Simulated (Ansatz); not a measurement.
# SnO₂: a line through an energy map

How does the energy of SnO2 (R3m, No. 160; 12 atoms in the cell) vary with amplitude of mode 3 (40i cm⁻¹), at amplitude of mode 1 (109i cm⁻¹) = −0.150 Å?

Program: Ansatz 0.2.0. Level of theory: DFT LDA+D3(BJ), scalar-relativistic, plane waves, PAW. These are calculated values, not measurements.

16 further runs of the same task are left out: 16 set aside as unsound or not needed. Runs told in other sessions of the task aren't counted.

## 1. The starting structure

Symmetry: P-43m, No. 215, cubic system. The conventional cell has a = 5.032 Å, b = 5.032 Å, c = 5.032 Å, α = 90.00°, β = 90.00°, γ = 90.00°. Sn (site symmetry -43m) is surrounded by 4 O at 1.97 Å. Around Sn (site symmetry -42m) lie 8 O at 2.10 to 2.26 Å. Around O (site symmetry 3m) lie 3 Sn at 2.10 Å. O (site symmetry 3m) is surrounded by 4 Sn at 1.97 to 2.26 Å.

As a file:

```cif
data_structure
_symmetry_space_group_name_H-M 'P-43m'
_symmetry_Int_Tables_number 215
_cell_length_a 5.0325
_cell_length_b 5.0325
_cell_length_c 5.0325
_cell_angle_alpha 90.000
_cell_angle_beta 90.000
_cell_angle_gamma 90.000
_cell_volume 127.45
loop_
_atom_site_label
_atom_site_type_symbol
_atom_site_symmetry_multiplicity
_atom_site_Wyckoff_symbol
_atom_site_fract_x
_atom_site_fract_y
_atom_site_fract_z
_atom_site_occupancy
Sn1 Sn 1 b 0.50000 0.50000 0.50000 1
Sn2 Sn 3 d 0.00000 0.50000 0.00000 1
O1 O 4 e 0.78345 0.78345 0.78345 1
O2 O 4 e 0.72604 0.72604 0.27396 1
```

It goes back to an entry of the Materials Project, which need not be the stable form.

This cell was relaxed beforehand with the same method: volume 10.62 Å³/atom, gap on the mesh 0.92 eV.

## 2. The scan

The energy is mapped over two normal modes frozen in (zone-centre modes of the cell shown).

First coordinate, amplitude of mode 1 (109i cm⁻¹), largest displacement: 11 values from −0.187 Å. Second coordinate, amplitude of mode 3 (40i cm⁻¹), largest displacement: 11 values from −0.098 Å.

Nothing else is relaxed (the cell and all other modes fixed). Energies count from the relaxed high-symmetry cell. Points are written as (first, second).

The modes come from a phonon run on the reference cell, made beforehand.

The patterns, per unit of each coordinate (Å):

```
atom      x1      y1      z1      x2      y2     z2
 Sn1  -0.003   0.000   0.000   0.000   0.000  0.000
 Sn2   0.001   0.000   0.000  -0.400   0.000  0.000
 Sn3   0.001   0.000   0.000   0.200   0.347  0.000
 Sn4   0.001   0.000   0.000   0.200  -0.347  0.000
  O5   0.006   0.397   0.560  -0.380   0.657  0.000
  O6   0.006  -0.397  -0.560  -0.380  -0.657  0.000
  O7  -0.682   0.000   0.000   0.759   0.000  0.000
  O8   1.000   0.000   0.000   0.000   0.000  0.000
  O9   0.672   0.000   0.000   0.000   0.000  0.000
 O10  -0.989   0.000   0.000  -1.000   0.000  0.000
 O11  -0.004  -0.569  -0.801   0.500   0.866  0.000
 O12  -0.004   0.569   0.801   0.500  -0.866  0.000
```

## 3. Point (−0.150 Å, −0.098 Å)

input.yaml

```yaml
crystal:
  lattice:
    - [3.5575294445, 2.0539405825, 2.9070862415]
    - [-3.5575294445, 2.0539405825, 2.9070862415]
    - [0.0, -4.1078811649, 2.9070862415]
  atoms:
    - { symbol: Sn, position: [0.8645714975, 0.8644333346, 0.8645024147] }
    - { symbol: Sn, position: [0.3702636816, 0.3592794357, 0.8648351199] }
    - { symbol: Sn, position: [0.3592489135, 0.8648601547, 0.3702906171] }
    - { symbol: Sn, position: [0.8648100842, 0.3702942035, 0.3592525007] }
    - { symbol: O, position: [0.133680351, 0.5564376322, 0.591681577] }
    - { symbol: O, position: [0.6059625274, 0.162792772, 0.5707180143] }
    - { symbol: O, position: [0.5850739749, 0.5773261837, 0.1482368501] }
    - { symbol: O, position: [0.6174407969, 0.6594924516, 0.6384670411] }
    - { symbol: O, position: [0.1345239199, 0.1627678261, 0.1486461529] }
    - { symbol: O, position: [0.1255427878, 0.05640641, 0.6388673371] }
    - { symbol: O, position: [0.0979271351, 0.6594203528, 0.1046793444] }
    - { symbol: O, position: [0.6183135063, 0.0840220655, 0.0772690316] }
basis:
  ecutwfc: 520.0
kpoints:
  mp_grid: { grid: [6, 6, 6] }
hamiltonian:
  xc: lda
  pseudopotentials: { kind: paw, azcp: { folder: soft_1 } }
  dispersion: d3bj
scf:
  occupations: { method: gaussian, width: 0.05 }
output:
  forces: true
  stress: true
  eigenvalues: true
```

Run with:

```console
$ ansatz run input.yaml --threads 4 --pin off --max-ram 8192MiB --backend cpu --events-out ev --progress --plain --runs-dir out
```

Further runs follow: the other points of the line.

Q: Predict the outcome of this session. Wanted: for each run, amplitude of mode 3; energy; slope; pressure; largest force on an atom.

The runs gave:

```
amplitude of mode 3 (40i cm⁻¹), largest displacement (Å)  step  energy (meV)  slope (meV per Å)  pressure (GPa)  band gap on the k-mesh (eV)  largest force on an atom (eV/Å)
                                                  −0.098     3          26.1               −880            1.51                        1.024                             0.82
                                                  −0.078     4          11.2               −646            1.31                        1.012                             0.63
                                                  −0.059     5          0.48               −452            1.16                        1.002                             0.47
                                                  −0.039     –          −6.7               −287            1.05                        0.995                             0.42
                                                  −0.020     6         −10.9               −141            0.98                        0.990                             0.38
                                                   0.000     7         −12.3                 −4            0.96                        0.989                             0.34
                                                   0.020     8         −11.0                133            0.98                        0.990                             0.38
                                                   0.039     9          −7.0                280            1.05                        0.995                             0.44
                                                   0.059    10           0.1                447            1.16                        1.003                             0.49
                                                   0.078    11          10.7                645            1.31                        1.012                             0.65
                                                   0.098    12          25.6                883            1.51                        1.022                             0.86
```

Energies count from the relaxed high-symmetry cell. Rows without a step come from runs not printed here or follow by symmetry. Slopes come from the forces (and the stress, where the cell changes), not from differences of energies.

**Reading.** The lowest point computed on the line is at 0.000 Å, −12.3 meV from the zero. Energies and slopes round the minimum, fitted together, put the minimum at 0.0006 Å, with a curvature of about 6900 meV per Å². The highest point computed, at −0.098 Å, lies 38.4 meV above the lowest. This is one cut through a surface in two coordinates; the map's lowest point lies off it. The reference is no minimum along the unstable mode, and wells on the map were not tested along the other modes.

These are semilocal Kohn-Sham gaps, which aren't the measured quantity. Such gaps usually fall short of the measured ones. Spin-orbit coupling is left out, though the cell holds Sn; it can move the gap.
